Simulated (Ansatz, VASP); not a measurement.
## One calculation of MgSe3, two programs

The input INCAR:

```
PREC = Accurate ; ENCUT = 600
EDIFF = 1E-7 ; ISMEAR = 0
SIGMA = 0.1 ; LREAL = False
LASPH = True ; NELM = 100
ALGO = Normal ; ISIF = 3
LWAVE = False ; LCHARG = False
GGA = PE ; IBRION = 2
NSW = 100 ; EDIFFG = -0.01
```

Contents of KPOINTS:

```
Automatic mesh
0
Gamma
  10 10 10
```

The input POSCAR:

```
MgSe3
1.0
    4.3897800433      0.0000000000      0.0000000000
    0.0000000000      4.3897800433      0.0000000000
    0.0000000000      0.0000000000      4.3897800433
Mg Se
1 3
Direct
    0.0000000000      0.0000000000      0.0000000000
    0.5000000000      0.0000000000      0.5000000000
    0.0000000000      0.5000000000      0.5000000000
    0.5000000000      0.5000000000      0.0000000000
```

Input for Ansatz:

```yaml
crystal:
  lattice:
    - [4.3897800433, 0.0, 0.0]
    - [0.0, 4.3897800433, 0.0]
    - [0.0, 0.0, 4.3897800433]
  atoms:
    - { symbol: Mg, position: [0.0, 0.0, 0.0] }
    - { symbol: Se, position: [0.5, 0.0, 0.5] }
    - { symbol: Se, position: [0.0, 0.5, 0.5] }
    - { symbol: Se, position: [0.5, 0.5, 0.0] }
basis:
  ecutwfc: 420
kpoints:
  mp_grid: { grid: [10, 10, 10] }
hamiltonian:
  xc: pbe
scf:
  occupations: { method: gaussian, width: 0.1 }
output:
  forces: true
  stress: true
  eigenvalues: true
  write_density: true
  write_potential: true
  elf: true
  volumetric_format: npy
relax:
  adjacent_minimum: "off"
  f_tol: 0.01
  max_steps: 80
  cell: { stress_tol: 0.05 }
```

Change from the starting cell: species swapped into the CeIn3 type (Pm-3m, No. 221).

Alike in both runs: task relaxation of cell and atoms; functional PBE; k mesh 10 × 10 × 10; occupations gaussian, width 0.1 eV; no spin polarisation.

|  | VASP | Ansatz |
| --- | --- | --- |
| version | VASP 6.6.1 | Ansatz 0.2.0 |
| potentials or method | VASP PAW PBE potentials, release 64 (Mg, Se) | scalar-relativistic, plane waves, PAW |
| plane-wave cutoff (eV) | 600 | 420 |
| valence electrons in the cell | 20 | 58 |

```csv
,VASP,Ansatz,Ansatz less VASP
"gap on the k mesh at the Fermi level, each at its own relaxed structure (eV)",none,none,-
relaxed volume (Å³/atom),21.01,21.05,+0.038
relaxed cell length with the largest relative difference (Å),4.380,4.383,+0.0026
```

A gap of «none» marks a metal or a gap that the smearing closes. The two sets of potentials don't hold the same shells in valence.
